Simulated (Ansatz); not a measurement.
## Nb under changes of volume

One of the cells (18.922 Å³/atom); the others are scaled copies at fixed shape and fractional positions:

```
Nb
1.0
     0.00000    2.11500    2.11500
     2.11500    0.00000    2.11500
     2.11500    2.11500    0.00000
Nb
1
Direct
  0.00000 0.00000 0.00000
```

This isn't the form of Nb at room conditions, which is bcc.

* Program: Ansatz 0.2.0
* Functional: LDA
* Potentials or basis: all-electron LAPW, scalar-relativistic
* Cutoff: 200 eV (chosen from the basis error)
* Basis error allowed: 0.001 eV/atom
* k mesh: 11 × 11 × 11
* Occupations: fermi-dirac, width 0.05 eV
* Spin: no spin polarisation

| volume (Å³/atom) | energy over the lowest point (meV/atom) | pressure (GPa) |
| --- | --- | --- |
| 17.786 | 0.00 | -1.0 |
| 18.165 | ? | ? |
| 18.543 | 21.92 | -8.0 |
| 18.922 | 44.57 | -11.0 |
| 19.300 | 74.01 | -13.7 |
| 19.679 | 109.57 | -16.1 |
| 20.057 | 150.59 | -18.3 |

Problem. What does the run at 18.165 Å³/atom give?

Solution. Energy over the lowest point 6.80 meV/atom; pressure -4.7 GPa.

Worked out: A Birch-Murnaghan fit of order 3 (a polynomial in V^(-2/3)) to the other rows has its minimum at 17.69 Å³/atom, just outside them, with B0 = V·E''(V) = 188 GPa and B' = 3.9. It gives 6.80 meV/atom at 18.165 Å³/atom, against the run's 6.80, and -dE/dV = -4.7 GPa, against -4.7.

Energies are extrapolated to zero smearing.

The runs don't all hold the same shells in valence.
